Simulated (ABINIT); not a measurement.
# TaS2 (P-3m1) in ABINIT: single point with PBE

Aim: the single point of TaS2 with PBE.

Everything below comes from runs of ABINIT 10.8.3 (patched build). Logs are shortened: lines on timing, memory, paths and dates and some standing lists are left out, and cuts for length are marked. The log counts tension as positive stress, the text compression.

## 1. The structure

Symmetry: P-3m1, No. 164, trigonal system. The conventional cell has a = 3.350 Å, b = 3.350 Å, c = 5.860 Å, α = 90.00°, β = 90.00°, γ = 120.00°. Around Ta (site symmetry -3m) lie 6 S at 2.43 Å. S (site symmetry 3m) is surrounded by 3 Ta at 2.43 Å.

## 2. Single point, PBE

File run.abi:

```
# Pseudopotentials
pp_dirpath "./"
pseudos "Ta.upf, S.upf"

# Structure
acell 6.3305825175 6.3305825175 11.0737950903
rprim
     1.0000000000     0.0000000000     0.0000000000
    -0.5000000000     0.8660254038     0.0000000000
     0.0000000000     0.0000000000     1.0000000000
ntypat 2
znucl 73 16
natom 3
typat 1 2 2
xred
     0.0000000000     0.0000000000     0.0000000000
     0.6666666667     0.3333333333     0.7500000000
     0.3333333333     0.6666666667     0.2500000000

# Plane-wave basis
ecut 680.284656 eV

# k points
kptopt 1
ngkpt 7 7 4
nshiftk 1
shiftk 0.0 0.0 0.0

# Exchange and correlation
ixc 11

# Bands and occupations
nband 17
occopt 3
tsmear 0.05 eV

# SCF cycle
nstep 100
tolvrs 1.0e-10

# Output
iomode 3
prtwf 0
prtden 0
prteig 0
prtebands 0
enunit 1
```

Potentials or basis: PseudoDojo NC SR PBE v0.4.1 standard.

On the command line:

```console
$ mpirun --bind-to none -np 4 abinit run.abi > log 2>&1
```

run.abo:

```text
.Version 10.8.3 of ABINIT
 Symmetries : space group P-3 m 1 (#164); Bravais hP (primitive hexag.)
================================================================================
 Values of the parameters that define the memory need of the present run
     intxc =       0    ionmov =       0      iscf =       7    lmnmax =       8
     lnmax =       8     mgfft =      50  mpssoang =       4    mqgrid =    3001
     natom =       3  nloc_mem =       1    nspden =       1   nspinor =       1
    nsppol =       1      nsym =      12    n1xccc =    2501    ntypat =       2
    occopt =       3   xclevel =       2
       mpw =        2311          nfft =       45000          nkpt =          28
================================================================================
================================================================================

--------------------------------------------------------------------------------
------------- Echo of variables that govern the present computation ------------
--------------------------------------------------------------------------------
 -outvars: echo values of preprocessed input variables --------
            acell      6.3305825175E+00  6.3305825175E+00  1.1073795090E+01 Bohr
              amu      1.80947900E+02  3.20660000E+01
             ecut      2.50000000E+01 Hartree
           enunit           1
              ixc          11
         kptrlatt        7    0    0      0    7    0      0    0    4
          kptrlen      4.42951804E+01
            natom           3
            nband          17
            ngfft          30      30      50
             nkpt          28
            nstep         100
             nsym          12
           ntypat           2
           occopt           3
           prtden           0
        prtebands           0
           prteig           0
            prtwf           0
            rprim      1.0000000000E+00  0.0000000000E+00  0.0000000000E+00
                      -5.0000000000E-01  8.6602540380E-01  0.0000000000E+00
                       0.0000000000E+00  0.0000000000E+00  1.0000000000E+00
          spgroup         164
           tolvrs      1.00000000E-10
           tsmear      1.83746611E-03 Hartree
            typat      1  2  2
           xangst      0.0000000000E+00  0.0000000000E+00  0.0000000000E+00
                       1.6749999989E+00  9.6706170025E-01  4.3949999970E+00
                      -2.9698934147E-16  1.9341234005E+00  1.4649999990E+00
            xcart      0.0000000000E+00  0.0000000000E+00  0.0000000000E+00
                       3.1652912588E+00  1.8274817603E+00  8.3053463177E+00
                      -5.6122851769E-16  3.6549635207E+00  2.7684487726E+00
             xred      0.0000000000E+00  0.0000000000E+00  0.0000000000E+00
                       6.6666666667E-01  3.3333333333E-01  7.5000000000E-01
                       3.3333333333E-01  6.6666666667E-01  2.5000000000E-01
            znucl       73.00000   16.00000

================================================================================

 chkinp: Checking input parameters for consistency.

================================================================================
== DATASET  1 ==================================================================

--- !DatasetInfo
iteration_state: {dtset: 1, }
dimensions: {natom: 3, nkpt: 28, mband: 17, nsppol: 1, nspinor: 1, nspden: 1, mpw: 2311, }
cutoff_energies: {ecut:  25.0, pawecutdg:  -1.0, }
electrons: {nelect:   2.50000000E+01, charge:   0.00000000E+00, occopt:   3.00000000E+00, tsmear:   1.83746611E-03, }
meta: {optdriver: 0, ionmov: 0, optcell: 0, iscf: 7, paral_kgb: 0, }
...

 Exchange-correlation functional for the present dataset will be:
  GGA: Perdew-Burke-Ernzerhof functional - ixc=11
  J.P.Perdew, K.Burke, M.Ernzerhof, PRL 77, 3865 (1996)

 Real(R)+Recip(G) space primitive vectors, cartesian coordinates (Bohr,Bohr^-1):
 R(1)=  6.3305825  0.0000000  0.0000000  G(1)=  0.1579633  0.0912002  0.0000000
 R(2)= -3.1652913  5.4824453  0.0000000  G(2)=  0.0000000  0.1824004  0.0000000
 R(3)=  0.0000000  0.0000000 11.0737951  G(3)=  0.0000000  0.0000000  0.0903033
 Unit cell volume ucvol=  3.8433901E+02 bohr^3
 Angles (23,13,12)=  9.00000000E+01  9.00000000E+01  1.20000000E+02 degrees

 getcut: wavevector=  0.0000  0.0000  0.0000  ngfft=  30  30  50
         ecut(hartree)=     25.000   => boxcut(ratio)=   2.00603

--- Pseudopotential description ------------------------------------------------
- pspini: atom type   1  psp file is ./Ta.upf
12 -101130 3 -1 1450                          pspcod,pspxc,lmax,lloc,mmax
     nproj     2     2     2     2

- pspini: atom type   2  psp file is ./S.upf
12 -101130 2 -1 1146                          pspcod,pspxc,lmax,lloc,mmax
     nproj     2     2     2     0

   9.93064438E+02                                ecore*ucvol(ha*bohr**3)
--------------------------------------------------------------------------------

================================================================================

--- !BeginCycle
iteration_state: {dtset: 1, }
solver: {iscf: 7, nstep: 100, nline: 4, wfoptalg: 0, }
tolerances: {tolvrs: 1.00E-10, }
...

     iter   Etot(hartree)      deltaE(h)  residm     vres2
 ETOT  1  -87.223583793378    -8.722E+01 6.872E-02 9.119E+01
 ETOT  2  -87.232969354133    -9.386E-03 1.807E-02 3.029E+02
 ETOT  3  -87.285692079239    -5.272E-02 4.457E-03 4.790E-01
 ETOT  4  -87.285807334939    -1.153E-04 4.626E-03 3.895E-01
 ETOT  5  -87.285842126925    -3.479E-05 4.147E-03 5.301E-03
 ETOT  6  -87.285842498412    -3.715E-07 5.263E-03 5.417E-04
 ETOT  7  -87.285842539760    -4.135E-08 1.804E-03 1.033E-05
 ETOT  8  -87.285842540472    -7.125E-10 1.689E-03 2.813E-07
 ETOT  9  -87.285842540494    -2.180E-11 6.485E-04 6.396E-09
 ETOT 10  -87.285842540496    -1.535E-12 5.148E-04 2.411E-10
 ETOT 11  -87.285842540495     1.037E-12 1.795E-04 1.487E-11

 At SCF step   11       vres2   =  1.49E-11 < tolvrs=  1.00E-10 =>converged.

 Cartesian components of stress tensor (hartree/bohr^3)
  sigma(1 1)= -2.55247837E-04  sigma(3 2)=  0.00000000E+00
  sigma(2 2)= -2.55247838E-04  sigma(3 1)=  0.00000000E+00
  sigma(3 3)= -3.88408381E-04  sigma(2 1)=  0.00000000E+00

--- !ResultsGS
iteration_state: {dtset: 1, }
comment   : Summary of ground state results
lattice_vectors:
- [  6.3305825,   0.0000000,   0.0000000, ]
- [ -3.1652913,   5.4824453,   0.0000000, ]
- [  0.0000000,   0.0000000,  11.0737951, ]
lattice_lengths: [   6.33058,    6.33058,   11.07380, ]
lattice_angles: [ 90.000,  90.000, 120.000, ] # degrees, (23, 13, 12)
lattice_volume:   3.8433901E+02
convergence: {deltae:  1.037E-12, res2:  1.487E-11, residm:  1.795E-04, diffor: null, }
etotal    :  -8.72858425E+01
entropy   :   0.00000000E+00
fermie    :   2.89385922E-01
cartesian_stress_tensor: # hartree/bohr^3
- [ -2.55247837E-04,   0.00000000E+00,   0.00000000E+00, ]
- [  0.00000000E+00,  -2.55247838E-04,   0.00000000E+00, ]
- [  0.00000000E+00,   0.00000000E+00,  -3.88408381E-04, ]
pressure_GPa:   8.8156E+00
xred      :
- [  0.0000E+00,   0.0000E+00,   0.0000E+00, Ta]
- [  6.6667E-01,   3.3333E-01,   7.5000E-01,  S]
- [  3.3333E-01,   6.6667E-01,   2.5000E-01,  S]
cartesian_forces: # hartree/bohr
- [ -0.00000000E+00,  -2.61941046E-28,  -0.00000000E+00, ]
- [ -0.00000000E+00,  -2.61941046E-28,  -2.30793005E-02, ]
- [ -0.00000000E+00,   5.23882092E-28,   2.30793005E-02, ]
force_length_stats: {min:   2.61941046E-28, max:   2.30793005E-02, mean:   1.53862003E-02, }
...

 Integrated electronic density in atomic spheres:
 ------------------------------------------------
 Atom  Sphere_radius  Integrated_density
    1        2.00000          9.19179779
    2        2.00000          3.99041209
    3        2.00000          3.99041209
================================================================================

 ----iterations are completed or convergence reached----

 Mean square residual over all n,k,spin=   49.757E-08; max=  17.953E-05
 reduced coordinates (array xred) for    3 atoms
       0.000000000000      0.000000000000      0.000000000000
       0.666666666667      0.333333333333      0.750000000000
       0.333333333333      0.666666666667      0.250000000000
 rms dE/dt=  1.2048E-01; max dE/dt=  2.5558E-01; dE/dt below (all hartree)
    1       0.000000000000      0.000000000000      0.000000000000
    2       0.000000000000      0.000000000000      0.255575444367
    3       0.000000000000     -0.000000000000     -0.255575444367

 cartesian coordinates (angstrom) at end:
    1      0.00000000000000     0.00000000000000     0.00000000000000
    2      1.67499999886463     0.96706170025449     4.39499999701560
    3     -0.00000000000000     1.93412340050899     1.46499999900520

 cartesian forces (hartree/bohr) at end:
    1     -0.00000000000000    -0.00000000000000    -0.00000000000000
    2     -0.00000000000000    -0.00000000000000    -0.02307930048219
    3     -0.00000000000000     0.00000000000000     0.02307930048219
 frms,max,avg= 1.0879687E-02 2.3079300E-02   0.000E+00  0.000E+00  0.000E+00 h/b

 cartesian forces (eV/Angstrom) at end:
    1     -0.00000000000000    -0.00000000000000    -0.00000000000000
    2     -0.00000000000000    -0.00000000000000    -1.18678534750614
    3     -0.00000000000000     0.00000000000000     1.18678534750614
 frms,max,avg= 5.5945598E-01 1.1867853E+00   0.000E+00  0.000E+00  0.000E+00 e/A
 length scales=  6.330582517500  6.330582517500 11.073795090300 bohr
              =  3.349999997729  3.349999997729  5.859999996021 angstroms
 Fermi (or HOMO) energy (eV) =   7.87459   Average Vxc (eV)= -10.74603
 Eigenvalues (   eV  ) for nkpt=  28  k points:
 kpt#   1, nband= 17, wtk=  0.00510, kpt=  0.0000  0.0000  0.0000 (reduced coord)
 -60.92787  -27.40583  -27.36744  -27.36744   -7.32301   -5.24558    0.85263    3.57391
   3.57391    6.47869    7.02431    7.02431    7.88451    7.88451    8.13114   11.92703
  11.92704
 prteigrs : prtvol=0 or 1, do not print more k-points.

--- !EnergyTerms
iteration_state     : {dtset: 1, }
comment             : Components of total free energy in Hartree
kinetic             :  2.49830950698084E+01
hartree             :  2.02019266179223E+01
xc                  : -2.12179769392363E+01
Ewald energy        : -5.53521930960560E+01
psp_core            :  2.58382423371541E+00
local_psp           : -6.61773649356940E+01
non_local_psp       :  7.69365482374255E+00
internal            : -8.72850342257975E+01
'-kT*entropy'       : -8.08314697143538E-04
total_energy        : -8.72858425404946E+01
total_energy_eV     : -2.37516877517528E+03
band_energy         : -9.45239236614832E+00
...

 Cartesian components of stress tensor (hartree/bohr^3)
  sigma(1 1)= -2.55247837E-04  sigma(3 2)=  0.00000000E+00
  sigma(2 2)= -2.55247838E-04  sigma(3 1)=  0.00000000E+00
  sigma(3 3)= -3.88408381E-04  sigma(2 1)=  0.00000000E+00

-Cartesian components of stress tensor (GPa)         [Pressure=  8.8156E+00 GPa]
- sigma(1 1)= -7.50965065E+00  sigma(3 2)=  0.00000000E+00
- sigma(2 2)= -7.50965065E+00  sigma(3 1)=  0.00000000E+00
- sigma(3 3)= -1.14273691E+01  sigma(2 1)=  0.00000000E+00

== END DATASET(S) ==============================================================
================================================================================

 -outvars: echo values of variables after computation  --------
            acell      6.3305825175E+00  6.3305825175E+00  1.1073795090E+01 Bohr
           etotal     -8.7285842540E+01
            fcart     -0.0000000000E+00 -2.6194104615E-28 -0.0000000000E+00
                      -0.0000000000E+00 -2.6194104615E-28 -2.3079300482E-02
                      -0.0000000000E+00  5.2388209229E-28  2.3079300482E-02
            rprim      1.0000000000E+00  0.0000000000E+00  0.0000000000E+00
                      -5.0000000000E-01  8.6602540380E-01  0.0000000000E+00
                       0.0000000000E+00  0.0000000000E+00  1.0000000000E+00
           strten     -2.5524783739E-04 -2.5524783763E-04 -3.8840838100E-04
                       0.0000000000E+00  0.0000000000E+00  0.0000000000E+00
           xangst      0.0000000000E+00  0.0000000000E+00  0.0000000000E+00
                       1.6749999989E+00  9.6706170025E-01  4.3949999970E+00
                      -2.9698934147E-16  1.9341234005E+00  1.4649999990E+00
             xred      0.0000000000E+00  0.0000000000E+00  0.0000000000E+00
                       6.6666666667E-01  3.3333333333E-01  7.5000000000E-01
                       3.3333333333E-01  6.6666666667E-01  2.5000000000E-01
 Calculation completed.
```

Wall time 32 s (4 MPI ranks of Intel Xeon Platinum 8175M at 2.50GHz (Skylake/Cascade Lake), shared host); peak memory 0.28 GiB.

What came out:

* Free energy: -2375.1688 eV
* Largest force: 1.187 eV/Å
* Band gap on the k mesh: none (metal or under the smearing width)
* Valence electrons inside the program's atomic spheres: Ta 9.19; S 3.99

Forces on the atoms (eV/Å):
```
Ta   0.000  0.000  0.000
S    0.000  0.000 -1.187
S    0.000  0.000  1.187
```

Levels at points of the mesh, in eV from the Fermi level:
| k point | band 9 | band 10 | band 11 | band 12 | band 13 | band 14 | band 15 | band 16 | band 17 |
| --- | --- | --- | --- | --- | --- | --- | --- | --- | --- |
| (0.00, 0.00, 0.00) | -4.30 | -1.40 | -0.85 | -0.85 | 0.01 | 0.01 | 0.26 | 4.05 | 4.05 |
| (0.00, 0.00, 0.50) | -4.27 | -3.61 | -0.99 | -0.99 | -0.02 | -0.02 | 1.21 | 4.47 | 4.47 |

Caveat: the cutoff is too short for stress, so the log's stress isn't used; this functional lacks dispersion, which binds the layers, so the pressure and a relaxed spacing across them are unreliable; forces of over 1 eV/Å show positions far from the minimum, so gaps and moduli don't describe the material at rest.
